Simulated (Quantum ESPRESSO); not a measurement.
# AlN (P6_3mc) in Quantum ESPRESSO: notebook

One crystal, AlN, is run at these levels: PBE; tasks: phonons.

Everything below comes from runs of Quantum ESPRESSO 7.5. Logs are shortened: lines on timing, memory, paths and dates and some standing lists are left out, and cuts for length are marked.

**1. The crystal as given**

It takes space group P6_3mc (No. 186, hexagonal). The conventional cell has a = 3.113 Å, b = 3.113 Å, c = 4.981 Å, α = 90.00°, β = 90.00°, γ = 120.00°. Around Al (site symmetry 3m) lie 4 N at 1.89 Å. N (site symmetry 3m) is surrounded by 4 Al at 1.89 Å.

**2. Phonons, PBE**

pw.in reads:

```
&CONTROL
  calculation = 'scf'
  prefix = 'pwscf'
  outdir = './tmp'
  pseudo_dir = './pseudo'
  tprnfor = .true.
  tstress = .true.
  disk_io = 'low'
/
&SYSTEM
  ibrav = 0
  celldm(1) = 8
  nat = 4
  ntyp = 2
  ecutwfc = 88
  nbnd = 14
  occupations = 'smearing'
  smearing = 'fd'
  degauss = 0.00367493
/
&ELECTRONS
  conv_thr = 8d-10
  electron_maxstep = 120
  mixing_beta = 0.5
/
ATOMIC_SPECIES
Al    26.9815 13_Al_3_1.9_1.9_pbe_n_v1.0.upf
N     14.0070 07_N_5_1.2_1.4_pbe_n_v1.0.upf
CELL_PARAMETERS alat
  0.7353396782450   0.0000000000000   0.0000000000000
 -0.3676698391225   0.6368228417753   0.0000000000000
  0.0000000000000   0.0000000000000   1.1765907283451
ATOMIC_POSITIONS crystal
Al     0.6666666667    0.3333333333    0.5000000000
Al     0.3333333333    0.6666666667    0.0000000000
N      0.6666666667    0.3333333333    0.8800000000
N      0.3333333333    0.6666666667    0.3800000000
K_POINTS automatic
6 6 4 0 0 1
```

relax.in reads:

```
&CONTROL
  calculation = 'relax'
  prefix = 'pwscf'
  outdir = './tmp'
  pseudo_dir = './pseudo'
  tprnfor = .true.
  tstress = .true.
  disk_io = 'low'
  nstep = 40
  forc_conv_thr = 0.0001
  etot_conv_thr = 1d-06
/
&SYSTEM
  ibrav = 0
  celldm(1) = 8
  nat = 4
  ntyp = 2
  ecutwfc = 88
  nbnd = 14
  occupations = 'smearing'
  smearing = 'fd'
  degauss = 0.00367493
/
&ELECTRONS
  conv_thr = 8d-10
  electron_maxstep = 120
  mixing_beta = 0.5
/
&IONS
  ion_dynamics = 'bfgs'
/
ATOMIC_SPECIES
Al    26.9815 13_Al_3_1.9_1.9_pbe_n_v1.0.upf
N     14.0070 07_N_5_1.2_1.4_pbe_n_v1.0.upf
CELL_PARAMETERS alat
  0.7353396782476  -0.0000000000000   0.0000000000000
 -0.3676698391238   0.6368228417731   0.0000000000000
  0.0000000000000   0.0000000000000   1.1765907283451
ATOMIC_POSITIONS crystal
Al     0.6666666666    0.3333333332    0.5000000000
Al     0.3333333332    0.6666666666    0.0000000000
N      0.6666666666    0.3333333332    0.8800000000
N      0.3333333332    0.6666666666    0.3800000000
K_POINTS automatic
6 6 4 0 0 1
```

scf2.in reads:

```
&CONTROL
  calculation = 'scf'
  prefix = 'pwscf'
  outdir = './tmp'
  pseudo_dir = './pseudo'
  tprnfor = .true.
  tstress = .true.
  disk_io = 'low'
/
&SYSTEM
  ibrav = 0
  celldm(1) = 8
  nat = 4
  ntyp = 2
  ecutwfc = 88
  nbnd = 14
  occupations = 'fixed'
/
&ELECTRONS
  conv_thr = 1d-13
  electron_maxstep = 120
  mixing_beta = 0.5
  startingpot = 'file'
  startingwfc = 'file'
/
ATOMIC_SPECIES
Al    26.9815 13_Al_3_1.9_1.9_pbe_n_v1.0.upf
N     14.0070 07_N_5_1.2_1.4_pbe_n_v1.0.upf
CELL_PARAMETERS alat
  0.7353396782476  -0.0000000000000   0.0000000000000
 -0.3676698391238   0.6368228417731   0.0000000000000
  0.0000000000000   0.0000000000000   1.1765907283451
ATOMIC_POSITIONS crystal
Al     0.6666666665    0.3333333331    0.4990035173
Al     0.3333333331    0.6666666665   -0.0009964827
N      0.6666666665    0.3333333331    0.8809964827
N      0.3333333331    0.6666666665    0.3809964827
K_POINTS automatic
6 6 4 0 0 1
```

ph.in reads:

```
phonons of AlN
&INPUTPH
  prefix = 'pwscf'
  outdir = './tmp'
  tr2_ph = 1d-18
  fildyn = 'dyn'
  niter_ph = 90
  alpha_mix(1) = 0.7
  epsil = .true.
/
0.0000000000 0.0000000000 0.0000000000
```

dynmat.in reads:

```
&INPUT
  fildyn = 'dyn'
  asr = 'crystal'
  lperm = .true.
  filout = 'dynmat.disp'
  fileig = 'dynmat.eig'
/
```

dynmat_lo.in reads:

```
&INPUT
  fildyn = 'dyn'
  asr = 'crystal'
  filout = 'dynmat_lo.disp'
  fileig = 'dynmat_lo.eig'
  q(1) = 0
  q(2) = 0
  q(3) = 1
/
```

Potentials or basis: SPMS 1.0 PBE.

Launch:

```console
$ OMP_NUM_THREADS=1 mpirun -n 4 pw.x -nk 2 -in pw.in > pw.out
$ OMP_NUM_THREADS=1 mpirun -n 4 pw.x -nk 2 -in relax.in > relax.out
$ OMP_NUM_THREADS=1 mpirun -n 4 pw.x -nk 2 -in scf2.in > scf2.out
$ OMP_NUM_THREADS=1 mpirun -n 4 ph.x -nk 2 -in ph.in > ph.out
$ OMP_NUM_THREADS=1 mpirun -n 1 dynmat.x -in dynmat.in > dynmat.out
$ OMP_NUM_THREADS=1 mpirun -n 1 dynmat.x -in dynmat_lo.in > dynmat_lo.out
```

pw.out:

```text
This program is part of the open-source Quantum ESPRESSO suite
     for quantum simulation of materials; please cite
[... 6 lines left out ...]
     using ibrav=0 with symmetry is DISCOURAGED, use correct ibrav instead

     K-points division:     npool     =       2
     Subspace diagonalization in iterative solution of the eigenvalue problem:
     a serial algorithm will be used

     --------------------
     sticks:   dense  smooth     PW     G-vecs:    dense   smooth      PW
     Min         423     423    126                15731    15731    2481
     Max         424     424    127                15736    15736    2482
     Sum         847     847    253                31467    31467    4963

     Using Slab Decomposition

     bravais-lattice index     =            0
     lattice parameter (alat)  =       8.0000  a.u.
     unit-cell volume          =     282.0993 (a.u.)^3
     number of atoms/cell      =            4
     number of atomic types    =            2
     number of electrons       =        16.00
     number of Kohn-Sham states=           14
     kinetic-energy cutoff     =      88.0000  Ry
     charge density cutoff     =     352.0000  Ry
     scf convergence threshold =      8.0E-10
     mixing beta               =       0.5000
     number of iterations used =            8  plain     mixing
     Exchange-correlation= PBE
                           (   1   4   3   4   0   0   0)

     celldm(1)=   8.000000  celldm(2)=   0.000000  celldm(3)=   0.000000
     celldm(4)=   0.000000  celldm(5)=   0.000000  celldm(6)=   0.000000

     crystal axes: (cart. coord. in units of alat)
               a(1) = (   0.735340   0.000000   0.000000 )
               a(2) = (  -0.367670   0.636823   0.000000 )
               a(3) = (   0.000000   0.000000   1.176591 )

     reciprocal axes: (cart. coord. in units 2 pi/alat)
               b(1) = (  1.359916  0.785148 -0.000000 )
               b(2) = (  0.000000  1.570295  0.000000 )
               b(3) = (  0.000000 -0.000000  0.849913 )

     PseudoPot. # 1 for Al read from file:
     13_Al_3_1.9_1.9_pbe_n_v1.0.upf
     Pseudo is Norm-conserving + core correction, Zval =  3.0
     Generated using ONCVPSP code by D. R. Hamann
     Using radial grid of 1872 points,  6 beta functions with:
                l(1) =   0
                l(2) =   0
                l(3) =   1
                l(4) =   1
                l(5) =   2
                l(6) =   2

     PseudoPot. # 2 for N  read from file:
     07_N_5_1.2_1.4_pbe_n_v1.0.upf
     Pseudo is Norm-conserving + core correction, Zval =  5.0
     Generated using ONCVPSP code by D. R. Hamann
     Using radial grid of 1066 points,  4 beta functions with:
                l(1) =   0
                l(2) =   0
                l(3) =   1
                l(4) =   1

     atomic species   valence    mass     pseudopotential
     Al                3.00    26.98150     Al( 1.00)
     N                 5.00    14.00700     N ( 1.00)

     12 Sym. Ops. (no inversion) found ( 6 have fractional translation)

   Cartesian axes

     site n.     atom                  positions (alat units)
         1        Al     tau(   1) = (   0.3676698   0.2122743   0.5882954  )
         2        Al     tau(   2) = (  -0.0000000   0.4245486   0.0000000  )
         3        N      tau(   3) = (   0.3676698   0.2122743   1.0353998  )
         4        N      tau(   4) = (  -0.0000000   0.4245486   0.4471045  )

     number of k points=    14  Fermi-Dirac smearing, width (Ry)=  0.0037
                       cart. coord. in units 2pi/alat
        k(    1) = (   0.0000000   0.0000000   0.1062392), wk =   0.0277778
        k(    2) = (   0.0000000   0.0000000   0.3187175), wk =   0.0277778
        k(    3) = (   0.0000000   0.2617159   0.1062392), wk =   0.1666667
        k(    4) = (   0.0000000   0.2617159   0.3187175), wk =   0.1666667
        k(    5) = (   0.0000000   0.5234318   0.1062392), wk =   0.1666667
        k(    6) = (   0.0000000   0.5234318   0.3187175), wk =   0.1666667
        k(    7) = (   0.0000000  -0.7851477   0.1062392), wk =   0.0833333
        k(    8) = (   0.0000000  -0.7851477   0.3187175), wk =   0.0833333
        k(    9) = (   0.2266526   0.3925739   0.1062392), wk =   0.1666667
        k(   10) = (   0.2266526   0.3925739   0.3187175), wk =   0.1666667
        k(   11) = (   0.2266526   0.6542898   0.1062392), wk =   0.3333333
        k(   12) = (   0.2266526   0.6542898   0.3187175), wk =   0.3333333
        k(   13) = (   0.4533052   0.7851477   0.1062392), wk =   0.0555556
        k(   14) = (   0.4533052   0.7851477   0.3187175), wk =   0.0555556

     Dense  grid:    31467 G-vectors     FFT dimensions: (  36,  36,  60)

     Initial potential from superposition of free atoms

     starting charge      15.9951, renormalised to      16.0000
     Starting wfcs are   16 randomized atomic wfcs

     Self-consistent Calculation

     iteration #  1     ecut=    88.00 Ry     beta= 0.50
     Davidson diagonalization with overlap
     ethr =  1.00E-02,  avg # of iterations =  4.1

     total energy              =     -50.82053756 Ry
     estimated scf accuracy    <       1.19736073 Ry

     iteration #  2     ecut=    88.00 Ry     beta= 0.50
     Davidson diagonalization with overlap
     ethr =  7.48E-03,  avg # of iterations =  2.0

     total energy              =     -51.15172264 Ry
     estimated scf accuracy    <       0.13852479 Ry

     iteration #  3     ecut=    88.00 Ry     beta= 0.50
     Davidson diagonalization with overlap
     ethr =  8.66E-04,  avg # of iterations =  1.6

     total energy              =     -51.17086412 Ry
     estimated scf accuracy    <       0.00986636 Ry

     iteration #  4     ecut=    88.00 Ry     beta= 0.50
     Davidson diagonalization with overlap
     ethr =  6.17E-05,  avg # of iterations =  6.0

     total energy              =     -51.17266228 Ry
     estimated scf accuracy    <       0.00471361 Ry

     iteration #  5     ecut=    88.00 Ry     beta= 0.50
     Davidson diagonalization with overlap
     ethr =  2.95E-05,  avg # of iterations =  1.4

     total energy              =     -51.17275842 Ry
     estimated scf accuracy    <       0.00052055 Ry

     iteration #  6     ecut=    88.00 Ry     beta= 0.50
     Davidson diagonalization with overlap
     ethr =  3.25E-06,  avg # of iterations =  5.1

     total energy              =     -51.17292478 Ry
     estimated scf accuracy    <       0.00002775 Ry

     iteration #  7     ecut=    88.00 Ry     beta= 0.50
     Davidson diagonalization with overlap
     ethr =  1.73E-07,  avg # of iterations =  1.4

     total energy              =     -51.17291843 Ry
     estimated scf accuracy    <       0.00001816 Ry

     iteration #  8     ecut=    88.00 Ry     beta= 0.50
     Davidson diagonalization with overlap
     ethr =  1.13E-07,  avg # of iterations =  1.5

     total energy              =     -51.17292040 Ry
     estimated scf accuracy    <       0.00000063 Ry

     iteration #  9     ecut=    88.00 Ry     beta= 0.50
     Davidson diagonalization with overlap
     ethr =  3.91E-09,  avg # of iterations =  2.4

     total energy              =     -51.17292061 Ry
     estimated scf accuracy    <          5.1E-09 Ry

     iteration # 10     ecut=    88.00 Ry     beta= 0.50
     Davidson diagonalization with overlap
     ethr =  3.22E-11,  avg # of iterations =  3.9

     total energy              =     -51.17292062 Ry
     estimated scf accuracy    <          5.6E-09 Ry

     iteration # 11     ecut=    88.00 Ry     beta= 0.50
     Davidson diagonalization with overlap
     ethr =  3.22E-11,  avg # of iterations =  2.0

     total energy              =     -51.17292062 Ry
     estimated scf accuracy    <          3.1E-09 Ry

     iteration # 12     ecut=    88.00 Ry     beta= 0.50
     Davidson diagonalization with overlap
     ethr =  1.95E-11,  avg # of iterations =  1.8

     End of self-consistent calculation

          k = 0.0000 0.0000 0.1062 (  3940 PWs)   bands (ev):

    -7.9749  -6.0055   1.3461   6.3022   6.3022   6.7577   6.9047   6.9047
    11.6355  13.8299  17.6126  18.2766  18.2766  19.7687

          k = 0.0000 0.0000 0.3187 (  3928 PWs)   bands (ev):

    -7.5152  -6.7287   2.7846   4.8727   6.4719   6.4719   6.7214   6.7214
    13.0106  13.8817  17.2606  18.0415  18.3655  18.3658

          k = 0.0000 0.2617 0.1062 (  3926 PWs)   bands (ev):

    -7.6319  -5.8055   1.7220   4.9028   5.5032   5.9182   6.8097   6.8457
    12.7340  14.8809  16.1987  16.9274  19.1358  19.2072

          k = 0.0000 0.2617 0.3187 (  3919 PWs)   bands (ev):

    -7.1958  -6.4615   2.8619   4.3356   5.4647   6.1576   6.2122   6.5251
    13.5111  14.5690  16.1177  16.8246  18.6456  19.1336

          k = 0.0000 0.5234 0.1062 (  3935 PWs)   bands (ev):

    -6.7496  -5.4336   2.3037   3.1222   3.7635   5.3359   6.3025   6.5321
    13.1294  13.8028  15.4458  17.3680  18.5802  18.6678

          k = 0.0000 0.5234 0.3187 (  3946 PWs)   bands (ev):

    -6.4043  -5.8629   2.1732   2.7191   4.8583   5.6436   6.0957   6.1337
    12.7491  13.4864  16.2583  17.1482  18.4356  19.1589

          k = 0.0000-0.7851 0.1062 (  3956 PWs)   bands (ev):

    -6.0435  -5.3996   1.5972   2.7529   4.0114   5.0922   5.5593   6.3856
    12.6324  12.9924  15.7744  17.0896  18.2296  19.3862

          k = 0.0000-0.7851 0.3187 (  3946 PWs)   bands (ev):

    -5.8387  -5.5676   1.4044   1.8478   5.2027   5.4207   5.9494   6.0388
    12.1219  12.8712  16.1745  16.8945  18.4615  19.3165

          k = 0.2267 0.3926 0.1062 (  3930 PWs)   bands (ev):

    -7.0129  -5.5125   2.3515   3.7116   3.9444   5.3418   6.1791   6.5774
    13.8714  14.5371  15.7917  16.3063  18.2232  18.7969

          k = 0.2267 0.3926 0.3187 (  3932 PWs)   bands (ev):

    -6.6338  -6.0215   2.6333   3.2539   5.0025   5.2229   5.8089   6.3358
    13.6903  14.1232  16.4022  16.5705  18.3454  18.7659

          k = 0.2267 0.6543 0.1062 (  3927 PWs)   bands (ev):

    -6.1140  -5.3439   2.0952   2.9536   3.8990   4.4157   5.5319   5.8568
    12.9186  14.3298  15.8281  17.0403  17.9950  19.0488

          k = 0.2267 0.6543 0.3187 (  3938 PWs)   bands (ev):

    -5.8823  -5.5598   1.8821   2.2341   4.2185   4.8567   5.6300   6.3384
    13.0674  13.8402  16.0965  16.7602  18.0296  18.6456

          k = 0.4533 0.7851 0.1062 (  3939 PWs)   bands (ev):

    -5.5346  -5.5346   2.3838   3.1044   3.1044   4.5542   5.0614   5.0614
    12.4155  15.4571  16.4840  16.4840  18.7610  18.7610

          k = 0.4533 0.7851 0.3187 (  3921 PWs)   bands (ev):

    -5.5019  -5.5019   2.4047   2.4047   2.8778   3.7390   6.1373   6.1373
    13.8140  15.0675  15.2234  15.2234  18.9940  18.9940

     the Fermi energy is     9.4899 ev

!    total energy              =     -51.17292062 Ry
     estimated scf accuracy    <          3.9E-11 Ry
     smearing contrib. (-TS)   =       0.00000000 Ry
     internal energy E=F+TS    =     -51.17292062 Ry

     The total energy is F=E-TS. E is the sum of the following terms:
     one-electron contribution =      -2.07274895 Ry
     hartree contribution      =      11.38049989 Ry
     xc contribution           =     -16.99422328 Ry
     ewald contribution        =     -43.48644828 Ry

     convergence has been achieved in  12 iterations

     Forces acting on atoms (cartesian axes, Ry/au):

     atom    1 type  1   force =     0.00000000    0.00000000   -0.00512778
     atom    2 type  1   force =    -0.00000000   -0.00000000   -0.00512778
     atom    3 type  2   force =     0.00000000    0.00000000    0.00512778
     atom    4 type  2   force =    -0.00000000   -0.00000000    0.00512778

     Total force =     0.010256     Total SCF correction =     0.000001

     Computing stress (Cartesian axis) and pressure

          total   stress  (Ry/bohr**3)                   (kbar)     P=       37.24
   0.00021600   0.00000000  -0.00000000           31.78        0.00       -0.00
   0.00000000   0.00021600  -0.00000000            0.00       31.78       -0.00
  -0.00000000  -0.00000000   0.00032744           -0.00       -0.00       48.17

=------------------------------------------------------------------------------=
   JOB DONE.
=------------------------------------------------------------------------------=
```

It took 2 min on 4 MPI ranks of Arm Neoverse V1, shared host; peak memory 0.28 GiB.

What came out:

* Free energy: -696.2444 eV
* Pressure after relaxing: 3.7 GPa
* Electronic dielectric tensor (diagonal): 4.45, 4.45, 4.62
* Born charges (mean of the diagonal): Al +2.55; N -2.57 e
* Highest phonon frequency at Γ, LO-TO splitting left out: 725 cm⁻¹
* Static dielectric tensor (diagonal): 7.99, 7.99, 9.38

Stress tensor (GPa, compression positive):
```
3.62 0.00 0.00
0.00 3.62 0.00
0.00 0.00 3.81
```

The path:
```tsv
step	energy change (eV)	largest force (eV/Å)	pressure (GPa)
1	0.0000	0.1318	3.72
2	-0.0010	0.0589	3.70
3	-0.0013	0.0016	3.68
4	-0.0013	0.0000	3.68
```

Final structure:
```cif
data_structure
_symmetry_space_group_name_H-M 'P 1'
_symmetry_Int_Tables_number 1
_cell_length_a 3.1130
_cell_length_b 3.1130
_cell_length_c 4.9810
_cell_angle_alpha 90.000
_cell_angle_beta 90.000
_cell_angle_gamma 120.000
_cell_volume 41.80
loop_
_atom_site_label
_atom_site_type_symbol
_atom_site_fract_x
_atom_site_fract_y
_atom_site_fract_z
_atom_site_occupancy
Al1 Al 0.66667 0.33333 0.49900 1
Al2 Al 0.33333 0.66667 0.99900 1
N1 N 0.66667 0.33333 0.88100 1
N2 N 0.33333 0.66667 0.38100 1
```

Phonon frequencies in cm⁻¹ (negative: imaginary):
```csv
q point,frequencies
"(0.000, 0.000, 0.000)",1 1 2 237 237 546 617 664 664 674 674 725
```

Electronic dielectric tensor:
```
4.45 0.00 0.00
0.00 4.45 0.00
0.00 0.00 4.62
```

Born effective charge tensors (e):
atom 1, Al
```
2.50 0.00 0.00
0.00 2.50 0.00
0.00 0.00 2.67
```
atom 2, Al
```
2.50 0.00 0.00
0.00 2.50 0.00
0.00 0.00 2.67
```
atom 3, N
```
-2.52  0.00  0.00
 0.00 -2.52  0.00
 0.00  0.00 -2.67
```
atom 4, N
```
-2.52  0.00  0.00
 0.00 -2.52  0.00
 0.00  0.00 -2.67
```

Optical modes at Γ, degenerate ones joined, polar ones without the macroscopic field:
```
cm⁻¹  components  symmetry     active in  IR intensity, summed ((D/Å)²/amu)
 237           2        E2         Raman                               0.00
 546           1        B1        silent                               0.00
 617           1        A1  IR and Raman                              35.56
 664           2        E2         Raman                               0.00
 674           2        E1  IR and Raman                              62.96
 725           1        B1        silent                               0.00
```

Zone-centre frequencies without and with the macroscopic field along z (cm⁻¹):
|  | optical modes in rising order |
| --- | --- |
| without | 237 237 546 617 664 664 674 674 725 |
| with the field | 237 237 546 664 664 674 674 725 880 |

Static dielectric tensor, electrons and zone-centre modes:
```
7.99 0.00 0.00
0.00 7.99 0.00
0.00 0.00 9.38
```

Caveat: the cell is more than 3 GPa from zero pressure, which shifts response properties.

(Part 1 of 2 ends here.)
